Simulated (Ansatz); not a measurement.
**MgI₂: quadrupole couplings from first principles**

```
CELL_PARAMETERS angstrom
4.15370 0.00000 0.00000
-2.07685 3.59721 0.00000
0.00000 0.00000 6.86200
ATOMIC_POSITIONS crystal
Mg 0.00000 0.00000 0.00000
I 0.33333 0.66667 0.75763
I 0.66667 0.33333 0.24237
```

Atoms are numbered in the order listed.

The structure is an experimental refinement, used without relaxation.

All numbers are computed: DFT, PBEsol, all-electron PAW with datasets made for the crystal, scalar-relativistic (Ansatz 0.2.0); DFT, PBEsol, PAW with Ansatz's default frozen-core files, scalar-relativistic (Ansatz 0.2.0).

For the crystal-made all-electron datasets (AE datasets): a Γ-centred 7×7×4 k mesh, Fermi–Dirac smearing of 0.03 eV, cutoff 260 eV (chosen by the program for this cell), no spin polarisation. PAW takes a cutoff of 420 eV at this cell (files made with PBE, cores remade for this functional). The Ansatz runs share mesh, smearing and spin set-up.

Spin–orbit coupling is left out, which moves gradients at and beside heavy atoms by some per cent and at worst by a factor of two.

Vzz is the principal value of largest size of the traceless field-gradient tensor, in 10²¹ V/m², and η = (Vxx − Vyy)/Vzz with |Vzz| ≥ |Vyy| ≥ |Vxx|.

(1) Give the field gradient at each independent site.

(2) Taking Q(I-127) = -0.696 b, what quadrupole coupling constant follows at I2 from AE datasets?

Results:

(1) 
```tsv
site	site symmetry	Vzz (η), AE datasets	Vzz (η), PAW
Mg1	-3m.	0.01 (η = 0.00)	0.01 (η = 0.00)
I2	3m.	-5.05 (η = 0.00)	-5.04 (η = 0.00)
```

(2) Cq = eQVzz/h = 24.180 MHz × -0.696 × (-5.05) = 85 MHz.
